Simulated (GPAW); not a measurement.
TiO:

```
Ti O
1.0
     0.00000    2.46929    2.46929
     2.46929    0.00000    2.46929
     2.46929    2.46929    0.00000
Ti O
1 1
Direct
  0.00000 0.00000 0.00000
  0.25000 0.25000 0.25000
```

The cell comes from a database or a generator and needn't be the stable form of this composition.

Base run:

| Quantity | Value |
| --- | --- |
| Program | GPAW 26.7.0 |
| Functional | PBEsol |
| Potentials or basis | PAW data sets generated in the run's folder for this functional |
| Cutoff | 600 eV |
| Basis | pw |
| k mesh | 7 × 7 × 7 |
| Occupations | gaussian, width 0.05 eV |
| Spin | collinear spin, ferromagnetic start |
| Starting moments | [2.0, 0.0] μB |
| Hubbard terms | Ti d U = 1 eV |

Its results: pressure -27.1 GPa; site moments Ti +0.62; O -0.01 μB.

Q: The run is repeated on the same cell with these changes: hubbard terms from Ti d U = 1 eV to Ti d U = 2 eV; fixed moment from none to 2 μB. What comes out?

A: Pressure -18.0 GPa; site moments Ti +1.32; O -0.03 μB.

Caveats: the cutoff is short for stress and forces, so pressures can be off by a GPa or more; the total moment is fixed, so each spin has its own Fermi level (some runs).
